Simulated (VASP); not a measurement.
# Ba (Fm-3m) in VASP: notebook, part 2 of 2

VASP 6.6.1. The steps go on from the part before.

## Step 4: Single point, BLYP

This run uses another cell than the first one, of 64.50 Å³/atom, 0.960 times its volume.

Contents of INCAR:

```
SYSTEM = Ba
  AGGAC = 1.0
  AGGAX = 1.0
  ALDAC = 0.0
  ALDAX = 1.0
  ALGO = Fast
  EDIFF = 1E-6
  ENCUT = 520
  GGA = B5
  ISIF = 2
  ISMEAR = -1
  LASPH = .TRUE.
  LCHARG = .FALSE.
  LREAL = .FALSE.
  LWAVE = .FALSE.
  NBANDS = 11
  NELM = 60
  PREC = Accurate
  SIGMA = 0.1
```

Contents of KPOINTS:

```
k-points
0
G
  10 10 10
  0 0 0
```

Contents of POSCAR:

```
Ba
1.0
    0.0000000000      3.1829672200      3.1829672200
    3.1829672200      0.0000000000      3.1829672200
    3.1829672200      3.1829672200      0.0000000000
Ba
1
Direct
    0.0000000000      0.0000000000      0.0000000000
```

Potentials or basis: VASP PAW PBE potentials, release 64 (Ba_sv).

On the command line:

```sh
$ cat potpaw_PBE.64/Ba_sv/POTCAR > POTCAR
$ mpirun -np 1 vasp_std > vasp.out
```

OUTCAR:

```text
SYSTEM = Ba
   EDIFF = 1E-6
   ENCUT = 520
   GGA = B5
   ISIF = 2
   ISMEAR = -1
   LASPH = .TRUE.
   LREAL = .FALSE.
   NELM = 60
   PREC = Accurate

 ion  position               nearest neighbor table
   1  0.000  0.000  0.000-

  LATTYP: Found a face centered cubic cell.
 ALAT       =     6.3659344400

  Lattice vectors:

 A1 = (   0.0000000000,   3.1829672200,   3.1829672200)
 A2 = (   3.1829672200,   0.0000000000,   3.1829672200)
 A3 = (   3.1829672200,   3.1829672200,   0.0000000000)

Analysis of symmetry for initial positions (statically):
=====================================================================
 Subroutine PRICEL returns:
 Original cell was already a primitive cell.

 Routine SETGRP: Setting up the symmetry group for a
 face centered cubic supercell.

 Subroutine GETGRP returns: Found 48 space group operations
 (whereof 48 operations were pure point group operations)
 out of a pool of 48 trial point group operations.

The static configuration has the point symmetry O_h .

Analysis of symmetry for dynamics (positions and initial velocities):
[... 165 lines left out ...]

 k-point     1 :       0.0000    0.0000    0.0000
  band No.  band energies     occupation
      1     -26.9046      2.00000
      2     -11.9306      2.00000
      3     -11.9306      2.00000
      4     -11.9306      2.00000
      5      -0.6159      2.00000
      6       3.7144      0.00000
      7       3.7144      0.00000
      8       3.7144      0.00000
      9       5.1728      0.00000
     10       5.1728      0.00000
     11       8.1708      0.00000
[... 309 lines left out ...]
 k-point    24 :       0.4000    0.3000    0.0000
  band No.  band energies     occupation
      1     -26.8658      2.00000
      2     -12.2554      2.00000
      3     -12.0623      2.00000
      4     -12.0486      2.00000
      5       1.3007      1.99922
      6       2.2147      0.43242
      7       3.3797      0.00000
      8       5.0769      0.00000
      9       5.5794      0.00000
     10       6.2242      0.00000
     11       8.7547      0.00000

 [... further k-points ...]

------------------------ aborting loop because EDIFF is reached ----------------------------------------

  FORCE on cell =-STRESS in cart. coord.  units (eV):
  Direction    XX          YY          ZZ          XY          YZ          ZX
  --------------------------------------------------------------------------------------
  -------------------------------------------------------------------------------------
  Total        0.1688276      0.1688276      0.1688276     -0.0000000     -0.0000000      0.0000000
  in kB        4.1939916      4.1939916      4.1939916     -0.0000000     -0.0000000      0.0000000
  external PRESSURE =       4.1939916 kB  Pullay stress =       0.0000000 kB

 VOLUME and BASIS-vectors are now :
 -----------------------------------------------------------------------------
  energy-cutoff  :      520.00
  volume of cell :       64.50
      direct lattice vectors                 reciprocal lattice vectors
     0.000000000  3.182967220  3.182967220    -0.157086129  0.157086129  0.157086129
     3.182967220  0.000000000  3.182967220     0.157086129 -0.157086129  0.157086129
     3.182967220  3.182967220  0.000000000     0.157086129  0.157086129 -0.157086129

 POSITION                                       TOTAL-FORCE (eV/Angst)
 -----------------------------------------------------------------------------------
      0.00000      0.00000      0.00000         0.000000      0.000000      0.000000
 -----------------------------------------------------------------------------------
    total drift:                               -0.000000      0.000000      0.000000

  FREE ENERGIE OF THE ION-ELECTRON SYSTEM (eV)
  ---------------------------------------------------
  free  energy   TOTEN  =        -1.2563604394 eV

  energy  without entropy=       -1.1965942979  energy(sigma->0) =       -1.22647737
```

OSZICAR:

```text
N       E                     dE             d eps       ncg     rms          rms(c)
DAV:   1     0.564576797741E+02    0.56458E+02   -0.42452E+03  1034   0.747E+02
DAV:   2     0.167498645432E+01   -0.54783E+02   -0.53555E+02  1234   0.136E+02
DAV:   3    -0.118049572567E+01   -0.28555E+01   -0.28318E+01  1357   0.321E+01
DAV:   4    -0.125389058451E+01   -0.73395E-01   -0.73136E-01  1297   0.491E+00
DAV:   5    -0.125611456654E+01   -0.22240E-02   -0.22238E-02  1416   0.698E-01    0.181E+00
RMM:   6    -0.125443123666E+01    0.16833E-02   -0.40406E-03  1070   0.728E-01    0.109E+00
RMM:   7    -0.125575832112E+01   -0.13271E-02   -0.13745E-02  1125   0.140E+00    0.644E-02
RMM:   8    -0.125632130104E+01   -0.56298E-03   -0.17537E-03  1185   0.489E-01    0.164E-02
RMM:   9    -0.125634133279E+01   -0.20032E-04   -0.20898E-04  1276   0.119E-01    0.151E-02
RMM:  10    -0.125635915772E+01   -0.17825E-04   -0.46509E-05  1355   0.520E-02    0.316E-03
RMM:  11    -0.125636015519E+01   -0.99747E-06   -0.12124E-05  1318   0.195E-02    0.189E-03
RMM:  12    -0.125636043944E+01   -0.28425E-06   -0.24716E-06  1028   0.798E-03
   1 F= -.12563604E+01 E0= -.12264774E+01  d E =-.597661E-01
```

stdout:

```text
POSCAR found type information on POSCAR Ba
 POSCAR found :  1 types and       1 ions
 scaLAPACK will be used
 -----------------------------------------------------------------------------
|                                                                             |
|                                                                             |
|     You enforced a specific xc type in the INCAR file but a different       |
|     I HOPE YOU KNOW WHAT YOU ARE DOING!                                     |
|                                                                             |
 -----------------------------------------------------------------------------

 LDA part: xc-table for (Slater(with rela. corr.)+VWN5), standard interpolation
 POSCAR, INCAR and KPOINTS ok, starting setup
 FFT: planning ... GRIDC
 FFT: planning ... GRID_SOFT
 FFT: planning ... GRID
 WAVECAR not read
 entering main loop
```

It took 62 s on 1 thread of Intel Xeon Platinum 8375C at 2.90GHz (Ice Lake), shared host; peak memory 0.21 GiB.

What came out:

| Property | Result |
| --- | --- |
| Free energy | -1.2564 eV |
| Pressure | 0.4 GPa |
| Band gap on the k mesh | none (metal or under the smearing width) |

Caveat: the PAW data sets were made with another functional, which shifts forces and pressure a little.

## Step 5: Overview

| cell | k mesh | gap on the mesh (eV) | pressure (GPa) |
| --- | --- | --- | --- |
| Fm-3m, 67.18 Å³/atom | 14 × 14 × 14 | none | 0.1 |
| Fm-3m, 67.18 Å³/atom | 10 × 10 × 10 | none | 0.1 |
| Fm-3m, 64.5 Å³/atom | 10 × 10 × 10 | none | 0.4 |

Alike in all rows: task single point; level BLYP; potentials or basis VASP PAW PBE potentials, release 64 (Ba_sv); no spin polarisation; cutoff (eV) 520; smearing fermi-dirac 0.1 eV.

Every run on the cell as given and a fine mesh finds a metal.

Caveats: the PAW data sets were made with another functional, which shifts forces and pressure a little.

Absolute energies hang on the potentials; compare differences alone.
